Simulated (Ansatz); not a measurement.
Sc in Ansatz: the effect of functional

The system is Sc.

```
CELL_PARAMETERS angstrom
3.33091 0.00000 0.00000
-1.66546 2.88466 0.00000
0.00000 0.00000 5.30822
ATOMIC_POSITIONS crystal
Sc 0.66667 0.33333 0.75000
Sc 0.33333 0.66667 0.25000
```

The cell isn't the ideal one: volume scaled by 1.02.

Alike in all runs:

| Item | Value |
| --- | --- |
| Program | Ansatz 0.2.0 |
| Task | single point |
| Potentials or basis | Ansatz PAW |
| k mesh | 9 × 9 × 5 |
| Occupations | fermi-dirac, width 0.05 eV |
| Spin | no spin polarisation |

```csv
functional,cutoff,pressure (GPa)
LDA,420 eV (not typed: the program's choice for these potentials),?
r2SCAN,500 eV (not typed: the program's choice for these potentials),-1.1
PBE,420 eV (not typed: the program's choice for these potentials),-1.7
```

Q: What does the run with functional LDA give?

A: Pressure -6.1 GPa.

Caveats: the PAW data sets come from PBE, with cores solved anew for the run's functional, which leaves a small shift of forces and pressure (some runs).
